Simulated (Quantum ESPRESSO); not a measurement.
# Ti (Im-3m) in Quantum ESPRESSO: equation of state, part 2 of 2

Quantum ESPRESSO 7.5.

**4. Single point, PBEsol, 17.32 Å³/atom**

Input file pw.in:

```
&CONTROL
  calculation = 'scf'
  prefix = 'pwscf'
  outdir = './tmp'
  pseudo_dir = './pseudo'
  tprnfor = .true.
  tstress = .true.
  disk_io = 'nowf'
/
&SYSTEM
  ibrav = 0
  nat = 1
  ntyp = 1
  ecutwfc = 45
  ecutrho = 360
  nbnd = 12
  occupations = 'smearing'
  smearing = 'fd'
  degauss = 0.00367493
/
&ELECTRONS
  conv_thr = 2d-10
  electron_maxstep = 120
  mixing_beta = 0.5
/
ATOMIC_SPECIES
Ti    47.8670 ti_pbesol_v1.4.uspp.F.UPF
CELL_PARAMETERS angstrom
  -1.6299862453    1.6299862453    1.6299862453
   1.6299862453   -1.6299862453    1.6299862453
   1.6299862453    1.6299862453   -1.6299862453
ATOMIC_POSITIONS crystal
Ti     0.0000000000    0.0000000000    0.0000000000
K_POINTS automatic
11 11 11 0 0 0
```

Potentials or basis: GBRV 1.5 PBEsol.

Command:

```bash
> OMP_NUM_THREADS=1 mpirun -n 2 pw.x -nk 2 -in pw.in > pw.out
```

pw.out:

```text
This program is part of the open-source Quantum ESPRESSO suite
     for quantum simulation of materials; please cite
         "P. Giannozzi et al., J. Phys.:Condens. Matter 21 395502 (2009);
         "P. Giannozzi et al., J. Phys.:Condens. Matter 29 465901 (2017);
         "P. Giannozzi et al., J. Chem. Phys. 152 154105 (2020);
     in publications or presentations arising from this work. More details at

     Message from routine setup:
     using ibrav=0 with symmetry is DISCOURAGED, use correct ibrav instead

     K-points division:     npool     =       2
     Subspace diagonalization in iterative solution of the eigenvalue problem:
     a serial algorithm will be used

     G-vector sticks info
     --------------------
     sticks:   dense  smooth     PW     G-vecs:    dense   smooth      PW
     Sum         773     387    129                13571     4753     959

     Using Slab Decomposition

     bravais-lattice index     =            0
     lattice parameter (alat)  =       5.3351  a.u.
     unit-cell volume          =     116.8984 (a.u.)^3
     number of atoms/cell      =            1
     number of atomic types    =            1
     number of electrons       =        12.00
     number of Kohn-Sham states=           12
     kinetic-energy cutoff     =      45.0000  Ry
     charge density cutoff     =     360.0000  Ry
     scf convergence threshold =      2.0E-10
     mixing beta               =       0.5000
     number of iterations used =            8  plain     mixing
     Exchange-correlation= SLA  PW   PSX  PSC
                           (   1   4  10   8   0   0   0)

     celldm(1)=   5.335111  celldm(2)=   0.000000  celldm(3)=   0.000000
[... 96 lines left out ...]

     Smooth grid:     4753 G-vectors     FFT dimensions: (  24,  24,  24)

     Check: negative core charge=   -0.000016

     Initial potential from superposition of free atoms

     starting charge      11.0000, renormalised to      12.0000

     negative rho (up, down):  6.400E-04 0.000E+00
     Starting wfcs are   10 randomized atomic wfcs +    2 random wfcs

     Self-consistent Calculation

     iteration #  1     ecut=    45.00 Ry     beta= 0.50
     Davidson diagonalization with overlap
     ethr =  1.00E-02,  avg # of iterations =  4.6

     negative rho (up, down):  1.156E-03 0.000E+00
[... 67 lines left out ...]
     iteration #  9     ecut=    45.00 Ry     beta= 0.50
     Davidson diagonalization with overlap
     ethr =  4.51E-12,  avg # of iterations =  2.0

     negative rho (up, down):  3.957E-04 0.000E+00

     End of self-consistent calculation

          k = 0.0000 0.0000 0.0000 (   603 PWs)   bands (ev):

   -43.1887 -19.1468 -19.1468 -19.1468   7.1174  14.0592  14.0592  14.0592
    15.8444  15.8444  30.5062  30.5062
[... 273 lines left out ...]
   -42.9603 -19.6226 -19.6119 -19.6119  11.0173  11.0267  16.7683  16.7683
    16.9686  20.8749  21.8363  21.8363

     the Fermi energy is    13.0553 ev

!    total energy              =    -119.13732230 Ry
     estimated scf accuracy    <          4.7E-11 Ry
     smearing contrib. (-TS)   =      -0.00158759 Ry
     internal energy E=F+TS    =    -119.13573471 Ry

     The total energy is F=E-TS. E is the sum of the following terms:
     one-electron contribution =     -40.37815801 Ry
     hartree contribution      =      24.17935528 Ry
     xc contribution           =     -17.87022810 Ry
     ewald contribution        =     -85.06670389 Ry

     convergence has been achieved in   9 iterations

     negative rho (up, down):  3.957E-04 0.000E+00

     Forces acting on atoms (cartesian axes, Ry/au):

     atom    1 type  1   force =     0.00000000    0.00000000    0.00000000

     Total force =     0.000000     Total SCF correction =     0.000000

     Computing stress (Cartesian axis) and pressure

     negative rho (up, down):  3.957E-04 0.000E+00
          total   stress  (Ry/bohr**3)                   (kbar)     P=      -49.42
  -0.00033593  -0.00000000   0.00000000          -49.42       -0.00        0.00
   0.00000000  -0.00033593   0.00000000            0.00      -49.42        0.00
   0.00000000   0.00000000  -0.00033593            0.00        0.00      -49.42

=------------------------------------------------------------------------------=
   JOB DONE.
=------------------------------------------------------------------------------=
```

It took 3.4 s on 2 MPI ranks of Arm Neoverse V2, shared host; peak memory 0.14 GiB.

Results:

```
Free energy            : -1620.9458 eV
Pressure               : -4.9 GPa
Band gap on the k mesh : none (metal or under the smearing width)
```

**5. Single point, PBEsol, 17.68 Å³/atom**

pw.in, as its differences from that of step 4:

```diff
@@ -28,5 +28,5 @@
 CELL_PARAMETERS angstrom
-  -1.6299862453    1.6299862453    1.6299862453
-   1.6299862453   -1.6299862453    1.6299862453
-   1.6299862453    1.6299862453   -1.6299862453
+  -1.6410000000    1.6410000000    1.6410000000
+   1.6410000000   -1.6410000000    1.6410000000
+   1.6410000000    1.6410000000   -1.6410000000
 ATOMIC_POSITIONS crystal
```

Command:

```bash
> OMP_NUM_THREADS=1 mpirun -n 2 pw.x -nk 2 -in pw.in > pw.out
```

Run time: 3.4 s. Hardware: 2 MPI ranks of Arm Neoverse V2, shared host; peak memory 0.14 GiB.

Results (log left out):

```yaml
Free_energy: -1620.9329 eV
Pressure: -6.8 GPa
Band_gap_on_the_k_mesh: none (metal or under the smearing width)
```

**6. Single point, PBEsol, 18.03 Å³/atom**

pw.in, as its differences from that of step 5:

```diff
@@ -28,5 +28,5 @@
 CELL_PARAMETERS angstrom
-  -1.6410000000    1.6410000000    1.6410000000
-   1.6410000000   -1.6410000000    1.6410000000
-   1.6410000000    1.6410000000   -1.6410000000
+  -1.6518678664    1.6518678664    1.6518678664
+   1.6518678664   -1.6518678664    1.6518678664
+   1.6518678664    1.6518678664   -1.6518678664
 ATOMIC_POSITIONS crystal
```

Potentials or basis: GBRV 1.5 PBEsol.

Command:

```bash
> OMP_NUM_THREADS=1 mpirun -n 2 pw.x -nk 2 -in pw.in > pw.out
```

Wall time 3.5 s (2 MPI ranks of Arm Neoverse V2, shared host); peak memory 0.14 GiB.

Results (log left out):

| Property | Result |
| --- | --- |
| Free energy | -1620.9161 eV |
| Pressure | -8.5 GPa |
| Band gap on the k mesh | none (metal or under the smearing width) |

**7. Single point, PBEsol, 18.38 Å³/atom**

pw.in, as its differences from that of step 6:

```diff
@@ -28,5 +28,5 @@
 CELL_PARAMETERS angstrom
-  -1.6518678664    1.6518678664    1.6518678664
-   1.6518678664   -1.6518678664    1.6518678664
-   1.6518678664    1.6518678664   -1.6518678664
+  -1.6625945817    1.6625945817    1.6625945817
+   1.6625945817   -1.6625945817    1.6625945817
+   1.6625945817    1.6625945817   -1.6625945817
 ATOMIC_POSITIONS crystal
```

Command:

```bash
> OMP_NUM_THREADS=1 mpirun -n 2 pw.x -nk 2 -in pw.in > pw.out
```

Wall time 3.6 s (2 MPI ranks of Arm Neoverse V2, shared host); peak memory 0.14 GiB.

Results (log left out):

```
Free energy            : -1620.8957 eV
Pressure               : -10.0 GPa
Band gap on the k mesh : none (metal or under the smearing width)
```

**8. Single point, PBEsol, 18.74 Å³/atom**

pw.in, as its differences from that of step 7:

```diff
@@ -28,5 +28,5 @@
 CELL_PARAMETERS angstrom
-  -1.6625945817    1.6625945817    1.6625945817
-   1.6625945817   -1.6625945817    1.6625945817
-   1.6625945817    1.6625945817   -1.6625945817
+  -1.6731846416    1.6731846416    1.6731846416
+   1.6731846416   -1.6731846416    1.6731846416
+   1.6731846416    1.6731846416   -1.6731846416
 ATOMIC_POSITIONS crystal
```

Command:

```bash
> OMP_NUM_THREADS=1 mpirun -n 2 pw.x -nk 2 -in pw.in > pw.out
```

Run time: 4 s. Hardware: 2 MPI ranks of Arm Neoverse V2, shared host; peak memory 0.14 GiB.

It converged, with:

| Quantity | Value |
| --- | --- |
| Free energy | -1620.8721 eV |
| Pressure | -11.4 GPa |
| Band gap on the k mesh | none (metal or under the smearing width) |

**9. Equation of state, PBEsol**

Potentials or basis: GBRV 1.5 PBEsol.

This step only gathers the single runs of the series.

Results:

```
Equilibrium volume : 16.52 Å³/atom (rough: see the caveat)
Bulk modulus       : 113 GPa (rough)
```

Energy against volume, from the lowest point:
| volume (Å³/atom) | energy (meV/atom) |
| --- | --- |
| 16.616 | 0.00 |
| 16.969 | 3.91 |
| 17.323 | 12.55 |
| 17.676 | 25.48 |
| 18.030 | 42.31 |
| 18.383 | 62.69 |
| 18.737 | 86.30 |

Caveat: the minimum lies outside the volumes run.
